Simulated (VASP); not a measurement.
# TaS2 (P-3m1) in VASP: further runs

Aim: see how the results for TaS2 move with the level of theory and the settings. Levels: PBE, LDA. Tasks: single point.

Everything below comes from runs of VASP 6.6.1. Logs are shortened: lines on timing, memory, paths and dates and some standing lists are left out, and cuts for length are marked.

**1. The crystal as given**

The structure is trigonal, space group P-3m1 (No. 164). Conventional cell: a = 3.350 Å, b = 3.350 Å, c = 5.860 Å, α = 90.00°, β = 90.00°, γ = 120.00°. Around Ta (site symmetry -3m) lie 6 S at 2.43 Å. S (site symmetry 3m) has 3 Ta at 2.43 Å as nearest neighbours.

**2. Single point, PBE**

Input file INCAR:

```
PREC = Accurate
ENCUT = 450
EDIFF = 1E-6
ISMEAR = 0
SIGMA = 0.02
LREAL = F
LASPH = T
NELM = 100
ALGO = Normal
ISIF = 2
LWAVE = F
LCHARG = T
GGA = PE
LELF = T
LVHAR = T
NBANDS = 20
```

Input file KPOINTS:

```
Automatic mesh
0
Gamma
  4 4 2
```

Input file POSCAR:

```
TaS2
1.0
    3.3500000000      0.0000000000      0.0000000000
   -1.6750000000      2.9011851027      0.0000000000
    0.0000000000      0.0000000000      5.8600000000
Ta S
1 2
Direct
    0.0000000000      0.0000000000      0.0000000000
    0.6666666667      0.3333333333      0.7500000000
    0.3333333333      0.6666666667      0.2500000000
```

Potentials or basis: VASP PAW PBE potentials, release 64 (Ta_sv_GW, S_GW).

Launch:

```sh
$ cat potpaw_PBE.64/Ta_sv_GW/POTCAR potpaw_PBE.64/S_GW/POTCAR > POTCAR
$ mpirun -np 1 vasp_std > vasp.out
```

OUTCAR:

```text
PREC = Accurate
   ENCUT = 450
   EDIFF = 1E-6
   ISMEAR = 0
   LREAL = F
   LASPH = T
   NELM = 100
   ISIF = 2
   GGA = PE

 ion  position               nearest neighbor table
   1  0.000  0.000  0.000-   2 2.43   3 2.43   2 2.43   3 2.43   2 2.43   3 2.43
   2  0.667  0.333  0.750-   1 2.43   1 2.43   1 2.43
   3  0.333  0.667  0.250-   1 2.43   1 2.43   1 2.43

  LATTYP: Found a hexagonal cell.
 ALAT       =     3.3500000000
 C/A-ratio  =     1.7492537313

  Lattice vectors:

 A1 = (   3.3500000000,   0.0000000000,   0.0000000000)
 A2 = (  -1.6750000000,   2.9011851027,   0.0000000000)
 A3 = (   0.0000000000,   0.0000000000,   5.8600000000)

Analysis of symmetry for initial positions (statically):
=====================================================================
 Subroutine PRICEL returns:
 Original cell was already a primitive cell.

 Routine SETGRP: Setting up the symmetry group for a
 hexagonal supercell.

 Subroutine GETGRP returns: Found 12 space group operations
 (whereof 12 operations were pure point group operations)
 out of a pool of 24 trial point group operations.

The static configuration has the point symmetry D_3d.

Analysis of symmetry for dynamics (positions and initial velocities):
=====================================================================
 Subroutine PRICEL returns:
 Original cell was already a primitive cell.

 Routine SETGRP: Setting up the symmetry group for a
 hexagonal supercell.

 Subroutine GETGRP returns: Found 12 space group operations
 (whereof 12 operations were pure point group operations)
 out of a pool of 24 trial point group operations.

The dynamic configuration has the point symmetry D_3d.

 Subroutine INISYM returns: Found 12 space group operations
 (whereof 12 operations are pure point group operations),
 and found     1 'primitive' translations

----------------------------------------------------------------------------------------

                                     Primitive cell

  volume of cell :      56.9532

  direct lattice vectors                    reciprocal lattice vectors
     3.350000000  0.000000000  0.000000000     0.298507463  0.172343364  0.000000000
    -1.675000000  2.901185103  0.000000000     0.000000000  0.344686728  0.000000000
     0.000000000  0.000000000  5.860000000     0.000000000  0.000000000  0.170648464

  length of vectors
     3.350000000  3.350000000  5.860000000     0.344686728  0.344686728  0.170648464

  position of ions in fractional coordinates (direct lattice)
     0.000000000  0.000000000  0.000000000
     0.666666667  0.333333333  0.750000000
     0.333333333  0.666666667  0.250000000

  ion indices of the primitive-cell ions
   primitive index   ion index
                 1           1
                 2           2
                 3           3

----------------------------------------------------------------------------------------

 KPOINTS: Automatic mesh

Automatic generation of k-mesh.
 Grid dimensions read from file:
 generate k-points for:    4    4    2

 Generating k-lattice:

  Cartesian coordinates                     Fractional coordinates (reciprocal lattice)
     0.074626866  0.043085841  0.000000000     0.250000000 -0.000000000  0.000000000
     0.000000000  0.086171682  0.000000000     0.000000000  0.250000000  0.000000000
     0.000000000  0.000000000  0.085324232     0.000000000  0.000000000  0.500000000

  Length of vectors
     0.086171682  0.086171682  0.085324232

  Shift w.r.t. Gamma in fractional coordinates (k-lattice)
     0.000000000  0.000000000  0.000000000

 Subroutine IBZKPT returns following result:
 ===========================================

 Found      8 irreducible k-points:

 Following reciprocal coordinates:
            Coordinates               Weight
  0.000000  0.000000  0.000000      1.000000
  0.250000  0.000000  0.000000      6.000000
  0.500000  0.000000  0.000000      3.000000
  0.250000  0.250000  0.000000      6.000000
  0.000000  0.000000  0.500000      1.000000
  0.250000  0.000000  0.500000      6.000000
  0.500000  0.000000  0.500000      3.000000
  0.250000  0.250000  0.500000      6.000000
   k-points           NKPTS =      8   k-points in BZ     NKDIM =      8   number of bands    NBANDS=     20
   number of dos      NEDOS =    301   number of ions     NIONS =      3
   total plane-waves  NPLWV =  24192
   dimension x,y,z NGX =    24 NGY =   24 NGZ =   42
   dimension x,y,z NGXF=    48 NGYF=   48 NGZF=   84
   ions per type =               1   2
   NGX,Y,Z   is equivalent  to a cutoff of  11.91, 11.91, 11.92 a.u.
   NGXF,Y,Z  is equivalent  to a cutoff of  23.82, 23.82, 23.83 a.u.
 SYSTEM =  unknown system
   PREC   = accura    normal or accurate (medium, high low for compatibility)
   ISTART =      0    job   : 0-new  1-cont  2-samecut
   ICHARG =      2    charge: 1-file 2-atom 10-const
   ISPIN  =      1    spin polarized calculation?
   LNONCOLLINEAR =      F non collinear calculations
   LSORBIT =      F    spin-orbit coupling
   LASPH  =      T    aspherical Exc in radial PAW
   ENCUT  =  450.0 eV  33.07 Ry    5.75 a.u.   5.79  5.79 10.14*2*pi/ulx,y,z
   NELM   =    100;   NELMIN=  2; NELMDL= -5     # of ELM steps
   EDIFF  = 0.1E-05   stopping-criterion for ELM
   LREAL  =      F    real-space projection
   EDIFFG = 0.1E-04   stopping-criterion for IOM
   NSW    =      0    number of steps for IOM
   IBRION =     -1    ionic relax: 0-MD 1-quasi-New 2-CG
   NFREE  =      0    steps in history (QN), initial steepest desc. (CG)
   ISIF   =      2    stress and relaxation
   ISYM   =      2    0-nonsym 1-usesym 2-fastsym
   POTIM  = 0.5000    time-step for ionic-motion
   TEBEG  =    0.0;   TEEND  =   0.0 temperature during run
   PSTRESS=    0.0 pullay stress
   NELECT =      25.0000    total number of electrons
   NUPDOWN=      -1.0000    fix difference up-down
   EMIN   =  10.00;   EMAX   =-10.00  energy-range for DOS
   EFERMI =   0.00;   METHOD = LEGACY
   ISMEAR =     0;   SIGMA  =   0.02  broadening in eV -4-tet -1-fermi 0-gaus
   EFERMI_NEDOS =   21; number of points for ismear=-14 and -15
   IALGO  =     38    algorithm
   IMIX   =      4    mixing-type and parameters
     AMIX     =   0.40;   BMIX     =  1.00
     AMIX_MAG =   1.60;   BMIX_MAG =  1.00
  volume/ion in A,a.u.               =      18.98       128.11
  Fermi-wavevector in a.u.,A,eV,Ry     =   1.244177  2.351154 21.061502  1.547977
  Thomas-Fermi vector in A             =   2.378455
   LORBIT       =      0    0 simple, 1 ext, 2 COOP (PROOUT), +10 PAW based schemes
   GGA     = PE    functional components
   LHFCALC =     F    Hartree Fock is set to
   AEXX    =    0.0000 exact exchange contribution
   IVDW    =     0    specifies the selected vdW correction
   LEPSILON=     F    determine dielectric tensor
   LRPA    =     F    only Hartree local field effects (RPA)
 non-spin polarized calculation
 Gauss-broadening in eV      SIGMA  =   0.02
  energy-cutoff  :      450.00
  volume of cell :       56.95
 maximum number of plane-waves:      1263
 NGX is ok and might be reduce to    24
   NGX = 11   NGY = 11   NGZ = 21

 number of electron      25.0000001 magnetization

 Free energy of the ion-electron system (eV)
  ---------------------------------------------------
  ext. energy  EPLUGINS =         0.00000000
  ---------------------------------------------------
  free energy    TOTEN  =       -25.51208600 eV

  energy without entropy =      -25.50943916  energy(sigma->0) =      -25.51076258

 E-fermi :   6.8489     XC(G=0): -10.6652

 val. band max:        6.8359292774   @ k =   0.2500   0.0000   0.0000
 cond. band min:       7.2406556867   @ k =   0.0000   0.0000   0.5000
 fundamental gap:      0.4047264092
 Fermi energy:         6.8489287485

 k-point     1 :       0.0000    0.0000    0.0000
  band No.  band energies     occupation
      1     -61.6102      2.00000
      2     -28.0578      2.00000
      3     -28.0315      2.00000
      4     -28.0315      2.00000
      5      -7.8699      2.00000
      6      -5.7749      2.00000
[... 12 lines left out ...]
     19      12.8598      0.00000
     20      16.1861      0.00000

 k-point     2 :       0.2500    0.0000    0.0000
  band No.  band energies     occupation
      1     -61.6037      2.00000
      2     -28.1834      2.00000
      3     -28.0659      2.00000
      4     -28.0274      2.00000
      5      -6.9917      2.00000
      6      -5.8149      2.00000
[... 12 lines left out ...]
     19      14.9479      0.00000
     20      15.6716      0.00000

 k-point     3 :       0.5000    0.0000    0.0000
  band No.  band energies     occupation
      1     -61.5971      2.00000
      2     -28.3311      2.00000
      3     -28.1008      2.00000
      4     -27.9979      2.00000
      5      -6.1772      2.00000
      6      -5.4887      2.00000
[... 12 lines left out ...]
     19      14.6784      0.00000
     20      16.0734      0.00000

 k-point     4 :       0.2500    0.2500    0.0000
  band No.  band energies     occupation
      1     -61.5971      2.00000
      2     -28.2744      2.00000
      3     -28.1587      2.00000
      4     -27.9979      2.00000
      5      -5.9006      2.00000
      6      -5.8019      2.00000
[... 12 lines left out ...]
     19      15.4567      0.00000
     20      16.3560      0.00000

 k-point     5 :       0.0000    0.0000    0.5000
  band No.  band energies     occupation
      1     -61.6102      2.00000
      2     -28.0576      2.00000
      3     -28.0309      2.00000
      4     -28.0309      2.00000
      5      -7.6075      2.00000
      6      -6.2663      2.00000
[... 12 lines left out ...]
     19      14.3763      0.00000
     20      16.3824      0.00000

 k-point     6 :       0.2500    0.0000    0.5000
  band No.  band energies     occupation
      1     -61.6037      2.00000
      2     -28.1834      2.00000
      3     -28.0657      2.00000
      4     -28.0276      2.00000
      5      -6.7508      2.00000
      6      -6.1362      2.00000
[... 12 lines left out ...]
     19      14.2580      0.00000
     20      15.9970      0.00000

 k-point     7 :       0.5000    0.0000    0.5000
  band No.  band energies     occupation
      1     -61.5971      2.00000
      2     -28.3310      2.00000
      3     -28.1006      2.00000
      4     -27.9976      2.00000
      5      -6.2718      2.00000
      6      -5.3459      2.00000
[... 12 lines left out ...]
     19      13.9457      0.00000
     20      14.1178      0.00000

 k-point     8 :       0.2500    0.2500    0.5000
  band No.  band energies     occupation
      1     -61.5971      2.00000
      2     -28.2742      2.00000
      3     -28.1589      2.00000
      4     -27.9981      2.00000
      5      -5.9414      2.00000
      6      -5.7555      2.00000
[... 12 lines left out ...]
     19      15.2174      0.00000
     20      15.3901      0.00000

------------------------ aborting loop because EDIFF is reached ----------------------------------------

  FORCE on cell =-STRESS in cart. coord.  units (eV):
  Direction    XX          YY          ZZ          XY          YZ          ZX
  --------------------------------------------------------------------------------------
  -------------------------------------------------------------------------------------
  Total        2.7995965      2.7995965      4.3382339      0.0000000      0.0000000     -0.0000000
  in kB       78.7568175     78.7568175    122.0409783      0.0000000      0.0000000     -0.0000000
  external PRESSURE =      93.1848711 kB  Pullay stress =       0.0000000 kB

 VOLUME and BASIS-vectors are now :
 -----------------------------------------------------------------------------
  energy-cutoff  :      450.00
  volume of cell :       56.95
      direct lattice vectors                 reciprocal lattice vectors
     3.350000000  0.000000000  0.000000000     0.298507463  0.172343364  0.000000000
    -1.675000000  2.901185103  0.000000000     0.000000000  0.344686728  0.000000000
     0.000000000  0.000000000  5.860000000     0.000000000  0.000000000  0.170648464

 POSITION                                       TOTAL-FORCE (eV/Angst)
 -----------------------------------------------------------------------------------
      0.00000      0.00000      0.00000        -0.000000      0.000000      0.000000
      1.67500      0.96706      4.39500        -0.000000     -0.000000     -1.204937
     -0.00000      1.93412      1.46500         0.000000      0.000000      1.204937
 -----------------------------------------------------------------------------------
    total drift:                               -0.000000      0.000000      0.000000

  FREE ENERGIE OF THE ION-ELECTRON SYSTEM (eV)
  ---------------------------------------------------
  free  energy   TOTEN  =       -25.5120859967 eV

  energy  without entropy=      -25.5094391553  energy(sigma->0) =      -25.51076258
```

Run time: 11 s. Hardware: 1 thread of AMD EPYC 9R45 (Zen 5), shared host; peak memory 0.13 GiB.

What came out:

- Free energy: -25.5121 eV
- Pressure: 9.3 GPa
- Largest force: 1.205 eV/Å
- Band gap on the k mesh: none (metal or under the smearing width)

Forces in eV/Å, atoms in the order of the input:
```
Ta   0.000  0.000  0.000
S    0.000  0.000 -1.205
S    0.000  0.000  1.205
```

Stress tensor (GPa, compression positive):
```
 7.88  0.00  0.00
 0.00  7.88  0.00
 0.00  0.00 12.20
```

Caveat: the k mesh is coarse (spacing up to 0.54 Å⁻¹), so the values aren't converged; this functional lacks dispersion, which binds the layers, so the pressure and a relaxed spacing across them are unreliable; forces of over 1 eV/Å show positions far from the minimum, so gaps and moduli don't describe the material at rest. Spin-orbit coupling is left out, which matters for the levels of Ta.

**3. Single point, LDA**

Input file INCAR:

```
SYSTEM = TaS2
PREC     = Accurate       ! precision mode
ENCUT    = 520            ! plane-wave cutoff, eV
EDIFF    = 1E-7           ! SCF threshold, eV
ISMEAR   = 0              ! smearing method
SIGMA    = 0.05           ! smearing width, eV
LREAL    = .FALSE.        ! projectors in reciprocal space
LASPH    = .TRUE.         ! aspherical terms in the spheres
NELM     = 80             ! most SCF steps
ALGO     = Normal         ! electronic algorithm
ISIF     = 2              ! what is computed and relaxed
LWAVE    = .FALSE.        ! write WAVECAR
LCHARG   = .FALSE.        ! write CHGCAR
GGA      = CA             ! functional
NBANDS   = 18             ! bands
```

Input file KPOINTS:

```
regular mesh
0
G
  9 9 5
  0 0 0
```

Input file POSCAR:

```
TaS2
3.35
    1.000000000000      0.000000000000      0.000000000000
   -0.500000000000      0.866025403791      0.000000000000
    0.000000000000      0.000000000000      1.749253731343
Ta S
1 2
Direct
    0.0000000000      0.0000000000      0.0000000000
    0.6666666667      0.3333333333      0.7500000000
    0.3333333333      0.6666666667      0.2500000000
```

Potentials or basis: VASP PAW LDA potentials, release 64 (Ta_pv, S).

Launch:

```sh
$ cat potpaw_LDA.64/Ta_pv/POTCAR potpaw_LDA.64/S/POTCAR > POTCAR
$ mpirun -np 1 vasp_std > vasp.out
```

It took 68 s on 1 thread of AMD EPYC 7R43 (Zen 3), shared host; peak memory 0.15 GiB.

It converged, with:

- Free energy: -25.4361 eV
- Pressure: 1.7 GPa
- Largest force: 0.830 eV/Å
- Band gap on the k mesh: none (metal or under the smearing width)

Forces on the atoms (eV/Å):
```
Ta   0.000  0.000  0.000
S    0.000  0.000 -0.830
S    0.000  0.000  0.830
```

Stress tensor (GPa, compression positive):
```
0.01 0.00 0.00
0.00 0.01 0.00
0.00 0.00 5.16
```

Levels at points of the mesh, in eV from the Fermi level:
```tsv
k point	band 9	band 10	band 11	band 12	band 13	band 14	band 15	band 16
(0.00, 0.00, 0.00)	-1.25	-0.70	-0.70	0.01	0.01	0.25	4.12	4.12
```

(Continued in part 2 of 2.)
